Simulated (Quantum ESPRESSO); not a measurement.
**CdS (Hawleyite): equation of state with PBE**

The system is CdS (Hawleyite).

```
Cd S
1.0
     0.00000    2.91650    2.91650
     2.91650    0.00000    2.91650
     2.91650    2.91650    0.00000
Cd S
1 1
Direct
  0.00000 0.00000 0.00000
  0.75000 0.75000 0.75000
```

- Program: Quantum ESPRESSO 7.5
- Task: equation of state
- Functional: PBE
- Potentials or basis: SSSP 1.3 efficiency PBE
- Cutoff: 816 eV
- Density cutoff: 6531 eV
- k mesh: 8 × 8 × 8
- Occupations: fermi-dirac, width 0.05 eV
- Spin: no spin polarisation
- Mixing beta: 0.5
- Most SCF iterations: 120
- SCF threshold: 4e-10 Ry

```
Equilibrium volume                      : 26.07 Å³/atom
Bulk modulus                            : 54 GPa
Pressure derivative of the bulk modulus : 4.6
```

Energy against volume, from the lowest point:
| volume (Å³/atom) | energy (meV/atom) |
| --- | --- |
| 23.319 | 59.33 |
| 23.815 | 38.19 |
| 24.312 | 22.20 |
| 24.808 | 10.83 |
| 25.304 | 3.62 |
| 25.800 | 0.13 |
| 26.296 | 0.00 |

All runs of the series together: 2.8 min on 1 thread of Intel(R) Xeon(R) 6975P-C (Granite Rapids), with other jobs on the host.

PBE usually gives volumes a little too large and moduli too small. Zero-point motion and thermal expansion aren't in these numbers.
